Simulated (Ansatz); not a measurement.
# OH on Be(0001): molecular dynamics

Purpose: to shoot the molecule at the surface and see whether it bounces, sticks or breaks. Runs: 150 steps of 0.75 fs at constant energy. The slab cell is 3×3, 3 layers thick, and the molecule starts well above it. It comes in with 0.4 eV at 40° from the normal, on a surface at rest.

Program: Ansatz 0.2.0. Level of theory: DFT PBE, plane waves, PAW, scalar-relativistic, no spin polarisation. These are calculated values, not measurements.

## Step 1: Starting point

The cell holds 29 atoms (Be27HO): a = 6.870 Å, b = 6.870 Å, c = 16.588 Å, α = 90.00°, β = 90.00°, γ = 60.00°.

Coordinates:

```xyz
29
Lattice="6.8700 0.0000 0.0000 3.4350 5.9496 0.0000 0.0000 0.0000 16.5884" Properties=species:S:1:pos:R:3 pbc="T T T"
Be    0.0000    0.0000    1.0000
Be    2.2900    0.0000    1.0000
Be    4.5800    0.0000    1.0000
Be    1.1450    1.9832    1.0000
Be    3.4350    1.9832    1.0000
Be    5.7250    1.9832    1.0000
Be    2.2900    3.9664    1.0000
Be    4.5800    3.9664    1.0000
Be    6.8700    3.9664    1.0000
Be    0.0000    1.3221    2.7942
Be    2.2900    1.3221    2.7942
Be    4.5800    1.3221    2.7942
Be    1.1450    3.3053    2.7942
Be    3.4350    3.3053    2.7942
Be    5.7250    3.3053    2.7942
Be    2.2900    5.2885    2.7942
Be    4.5800    5.2885    2.7942
Be    6.8700    5.2885    2.7942
Be    0.0000    0.0000    4.5884
Be    2.2900    0.0000    4.5884
Be    4.5800    0.0000    4.5884
Be    1.1450    1.9832    4.5884
Be    3.4350    1.9832    4.5884
Be    5.7250    1.9832    4.5884
Be    2.2900    3.9664    4.5884
Be    4.5800    3.9664    4.5884
Be    6.8700    3.9664    4.5884
O     4.0625    2.7860    8.1618
H     3.8246    2.6032    9.0918
```

## Step 2: Dynamics

150 steps of 0.75 fs at constant energy.

File input.yaml:

```yaml
accuracy: low
crystal:
  lattice:
    - [6.87, 0.0, 0.0]
    - [3.435, 5.949595, 0.0]
    - [0.0, 0.0, 16.58843]
  atoms:
    - { symbol: Be, position: [0.0, 0.0, 0.060283] }
    - { symbol: Be, position: [0.3333333, 0.0, 0.060283] }
    - { symbol: Be, position: [0.6666667, 0.0, 0.060283] }
    - { symbol: Be, position: [0.0, 0.3333333, 0.060283] }
    - { symbol: Be, position: [0.3333333, 0.3333333, 0.060283] }
    - { symbol: Be, position: [0.6666667, 0.3333333, 0.060283] }
    - { symbol: Be, position: [0.0, 0.6666667, 0.060283] }
    - { symbol: Be, position: [0.3333333, 0.6666667, 0.060283] }
    - { symbol: Be, position: [0.6666667, 0.6666667, 0.060283] }
    - { symbol: Be, position: [-0.1111111, 0.2222222, 0.1684436] }
    - { symbol: Be, position: [0.2222222, 0.2222222, 0.1684436] }
    - { symbol: Be, position: [0.5555556, 0.2222222, 0.1684436] }
    - { symbol: Be, position: [-0.1111111, 0.5555556, 0.1684436] }
    - { symbol: Be, position: [0.2222222, 0.5555556, 0.1684436] }
    - { symbol: Be, position: [0.5555556, 0.5555556, 0.1684436] }
    - { symbol: Be, position: [-0.1111111, 0.8888889, 0.1684436] }
    - { symbol: Be, position: [0.2222222, 0.8888889, 0.1684436] }
    - { symbol: Be, position: [0.5555556, 0.8888889, 0.1684436] }
    - { symbol: Be, position: [0.0, 0.0, 0.2766042] }
    - { symbol: Be, position: [0.3333333, 0.0, 0.2766042] }
    - { symbol: Be, position: [0.6666667, 0.0, 0.2766042] }
    - { symbol: Be, position: [0.0, 0.3333333, 0.2766042] }
    - { symbol: Be, position: [0.3333333, 0.3333333, 0.2766042] }
    - { symbol: Be, position: [0.6666667, 0.3333333, 0.2766042] }
    - { symbol: Be, position: [0.0, 0.6666667, 0.2766042] }
    - { symbol: Be, position: [0.3333333, 0.6666667, 0.2766042] }
    - { symbol: Be, position: [0.6666667, 0.6666667, 0.2766042] }
    - { symbol: O, position: [0.3572108, 0.4682595, 0.4920174] }
    - { symbol: H, position: [0.337942, 0.4375399, 0.5480806] }
basis:
  ecutwfc: 420.0
kpoints:
  mp_grid: { grid: [2, 2, 1] }
hamiltonian:
  xc: pbe
scf:
  occupations: { method: fermi_dirac, width: 0.15 }
  lower_state_search: "off"
md:
  timestep: 0.75
  n_steps: 150
  ensemble: nve
  initial_velocities: zero
  seed: 711649
  initial_site_velocities:
    - { site: 27, velocity: [0.013694, 0.0, -0.01632] }
    - { site: 28, velocity: [0.013694, 0.0, -0.01632] }
  constraints: [{ sites: [0, 1, 2, 3, 4, 5, 6, 7, 8] }]
```

Started as:

```sh
ansatz run input.yaml --threads 1 --pin off --max-ram 3072MiB --backend cpu --events-out ev --progress --plain --runs-dir out
```

**Question.** What will these runs give? Wanted: lowest height of the centre of mass; shortest distance to a slab atom; temperature, first and last step; temperature, second half; potential energy, second half; largest change of the total energy; mean square displacement, second half.

**Answer**, as computed:

| quantity | value |
| --- | --- |
| lowest height of the centre of mass | 1.23 Å over the top layer's first level, at 105.0 fs |
| shortest distance to a slab atom | 1.33 Å |
| length | 150 steps of 0.75 fs |
| temperature, first and last step | 155 and 1232 K |
| temperature, second half | mean 951 K, from 294 to 1330 K |
| potential energy, second half | -71 meV/atom from the start |
| largest change of the total energy | 0.18 meV/atom |
| mean square displacement, second half | H 9.1, O 5.6, Be 0.095 Å² |

**Reading.** The molecule's centre of mass comes down from 3.63 Å to 1.23 Å and is at 1.30 Å at the end, so it has not left within this time. Its shortest distance to a slab atom is 1.33 Å. The total energy strays from its start by at most 0.18 meV/atom, 0.3 % of the mean kinetic energy, which is good for a step of 0.75 fs. The printed temperature only measures the kinetic energy here. Kinetic energy grows to 1.7 eV on average, more than the molecule brought: the slab or molecule was not relaxed and heats itself. The run is too short to decide the outcome. 112 fs on 29 atoms is far too short and small for converged averages. The nuclei move classically, without zero-point motion, which matters most for hydrogen. The cell holds an odd number of electrons and spin is off, so an unpaired electron is smeared over both spins. Accuracy level and mesh were kept low to afford the steps.
